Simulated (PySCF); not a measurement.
## Löwdin shares of the frontier orbitals

Species: urea, CH₄N₂O.
Geometry (PBE0-D3(BJ)/def2-TZVP, Å), atoms numbered from 1 in this order:
```
atom  x, y, z in Å
N1     1.1185    0.3066    0.2414
C2    -0.1997    0.4415   -0.1297
N3    -0.9079   -0.7389   -0.1340
O4    -0.6948    1.5067   -0.4261
H5     1.5711    1.1823    0.4420
H6     1.3704   -0.4556    0.8477
H7    -0.4078   -1.5971   -0.2935
H8    -1.7977   -0.6693   -0.5981
```

Computed with TDDFT CAM-B3LYP/aug-cc-pVTZ, vertical, gas phase, core orbitals frozen in the response in PySCF. Isolated species at its PBE0-D3(BJ)/def2-TZVP geometry, gas phase.

Frontier orbitals with the atoms that hold most of them (Löwdin shares over 4%, at most four atoms; ? is withheld):

| orbital | ε (eV) | atoms |
| --- | --- | --- |
| HOMO-3 | -13.39 | O4 72%, C2 14%, N1 5%, N3 5% |
| HOMO-2 | -9.66 | N3 35%, N1 33%, C2 11%, H8 5% |
| HOMO-1 | -9.60 | ? |
| HOMO | ? | ? |
| LUMO | -0.08 | H6 32%, H7 32%, H5 13%, H8 13% |
| LUMO+1 | 0.47 | H5 23%, H8 23%, H7 17%, H6 17% |
| LUMO+2 | 0.85 | H5 29%, H8 29%, C2 9%, N1 8% |

Question: Which atoms hold the HOMO, and with what shares?

Answer: O4 (bonded to C) 60%; C2 (bonded to 2 N and O) 14%; N3 (bonded to C and 2 H) 10%; N1 (bonded to C and 2 H) 10%. By element: oxygen 60%, nitrogen 20%, carbon 14%.

Question: Give the leading atoms of the HOMO-1.

Answer: O4 (bonded to C) 54%; C2 (bonded to 2 N and O) 16%; N1 (bonded to C and 2 H) 12%; N3 (bonded to C and 2 H) 11%. By element: oxygen 54%, nitrogen 23%, carbon 16%.

Question: What is the HOMO energy, and the HOMO–LUMO gap?

Answer: ε(HOMO) = -9.10 eV; the gap is 9.02 eV (0.3314 hartree).

Question: How does S1 compare with the orbital gap of 9.02 eV?

Answer: S1 is at 6.44 eV (f = 0.023), 2.58 eV below the gap, made of HOMO→LUMO (79%). 

Question: Give energy, strength and leading configuration of S1 and S4, and follow the Löwdin shares of the leading atoms from the occupied to the empty orbital.

Answer: 
- S1 (6.44 eV, f 0.023), HOMO→LUMO (79%): O4 60% → at most 12%, C2 14% → at most 12%, H6 at most 7% → 32%, H7 at most 7% → 32%
- S4 (6.93 eV, f 0.040), HOMO-1→LUMO (75%): O4 54% → at most 12%, C2 16% → at most 12%, H6 at most 8% → 32%, H7 at most 8% → 32%

Löwdin shares depend on the basis, the more so with diffuse functions.

The run took 25 s wall on Arm Neoverse V1, one thread, shared host with 32 logical CPUs at a one-minute load of 13, and the process peaked at 1.0 GiB of memory.
